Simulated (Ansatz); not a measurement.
Runs of Ansatz 0.2.0 on Sb. The structure is trigonal, space group R-3m (No. 166). The conventional cell has a = 4.308 Å, b = 4.308 Å, c = 11.274 Å, α = 90.00°, β = 90.00°, γ = 120.00°. Sb (site symmetry 3m) has 3 Sb at 2.91 Å as nearest neighbours. 

```tsv
task	level	cell	k mesh	cutoff (eV)	smearing	gap on the mesh (eV)	pressure (GPa)	relaxed volume (Å³/atom)	largest force (eV/Å)
relaxation of cell and atoms	revPBE	relaxed	8 × 8 × 8	-	fermi-dirac 0.05 eV	-	0.0	(a)	-
single point	PBE	as given	8 × 8 × 8	230	gaussian 0.013 eV	none	2.7	-	0.14
relaxation of cell and atoms	PBE+D3(BJ)	relaxed	8 × 8 × 8	-	fermi-dirac 0.05 eV	-	0.0	29.81	-
phonons	PBE	as given	6 × 6 × 6	249	fermi-dirac 0.05 eV	none	-	-	0.07
single point	PBE	as given	8 × 8 × 8	230	gaussian 0.1 eV	none	2.7	-	0.16
single point	PBE	as given	8 × 8 × 8	230	gaussian 0.023 eV	none	2.7	-	0.14
phonons	LDA	as given	6 × 6 × 6	249	fermi-dirac 0.05 eV	none	-	-	0.07
single point	PBE	as given	8 × 8 × 8	230	gaussian 0.011 eV	none	2.7	-	0.14
```

Alike in all rows: potentials or basis all-electron LAPW, scalar-relativistic; no spin polarisation; basis error allowed 0.001 eV/atom.

Question: Fill in the values left out.

Answer: (a) 32.97.

Caveats: the k mesh is thin for a metal, which can move the energy by tens of meV per atom (some runs); a metal's response needs a denser mesh (some runs).

A k mesh can miss the band edges, and the runs leave out spin-orbit coupling on Sb.

A gap of «none» marks a metal or a gap under the smearing width.

Not every run made on this cell is shown here.
